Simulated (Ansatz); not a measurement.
# AlNi: symmetry broken, then relaxed

The task, for AlNi: break the symmetry and see whether a relaxation comes back.

Computed with Ansatz 0.2.0 (DFT r2SCAN, scalar-relativistic, plane waves, PAW, unless a step's input says otherwise).

2 further runs of the same task are left out: 2 set aside as unsound or not needed. Runs told in other sessions of the task aren't counted.

### Step 1. Starting point

It takes space group P4/mmm (No. 123, tetragonal). Conventional cell: a = 2.860 Å, b = 2.860 Å, c = 2.870 Å, α = 90.00°, β = 90.00°, γ = 90.00°. Around Al (site symmetry 4/mmm) lie 8 Ni at 2.48 Å. Around Ni (site symmetry 4/mmm) lie 8 Al at 2.48 Å.

Structure file:

```
Al Ni
1.0
     0.00000    4.04433    2.87002
     0.00000   -4.04433    2.87002
     4.04478    0.00000   -2.87002
Al Ni
4 4
Cartesian
  0.0000 0.0000 0.0000
  0.0000 0.0000 2.8700
  2.0224 2.0222 0.0000
  2.0224 -2.0222 0.0000
  2.0224 0.0000 1.4350
  2.0224 0.0000 -1.4350
  0.0000 -2.0222 1.4350
  0.0000 2.0222 1.4350
```

It goes back to an entry of the Materials Project, which need not be the stable form.

It is built from the cell relaxed beforehand with the same method (11.74 Å³/atom).

### Step 2. The undisturbed cell

File input.yaml:

```yaml
crystal:
  lattice:
    - [0.0, 4.044334623, 2.8700173316]
    - [0.0, -4.044334623, 2.8700173316]
    - [4.0447751123, 0.0, -2.8700173316]
  atoms:
    - { symbol: Al, position: [0.0, 0.0, 0.0] }
    - { symbol: Al, position: [0.5, 0.5, 0.0] }
    - { symbol: Al, position: [0.5, 0.0, 0.5] }
    - { symbol: Al, position: [0.0, 0.5, 0.5] }
    - { symbol: Ni, position: [0.5, 0.5, 0.5] }
    - { symbol: Ni, position: [0.0, 0.0, 0.5] }
    - { symbol: Ni, position: [0.0, 0.5, 0.0] }
    - { symbol: Ni, position: [0.5, 0.0, 0.0] }
basis:
  ecutwfc: 500
kpoints:
  mp_grid: { grid: [8, 8, 8] }
hamiltonian:
  xc: r2scan
scf:
  occupations: { method: gaussian, width: 0.15 }
output:
  forces: true
  stress: true
  eigenvalues: true
  write_density: true
  write_potential: true
  elf: true
  volumetric_format: npy
```

Command:

```bash
ansatz run input.yaml --threads 2 --pin off --max-ram 5120MiB --backend cpu --events-out ev --progress --plain --runs-dir out
```

The session goes on with these runs: single point of the disturbed structure; relaxing from there.

What does the calculation give? Wanted: end of the relaxation, from the reference; final space group; volume change.

The runs gave:

| quantity | value |
| --- | --- |
| cost of the disturbance | 28.3 meV/atom |
| end of the relaxation, from the reference | -0.0 meV/atom |
| final space group | Pm-3m (tolerance 0.05 Å; reference P4/mmm) |
| volume change | -0.03 % |

What this shows: It comes back to the reference (within 1.5 meV/atom), so the structure resists this disturbance. Spin polarisation is off in the runs that give these values; a magnetic solution could lie lower.
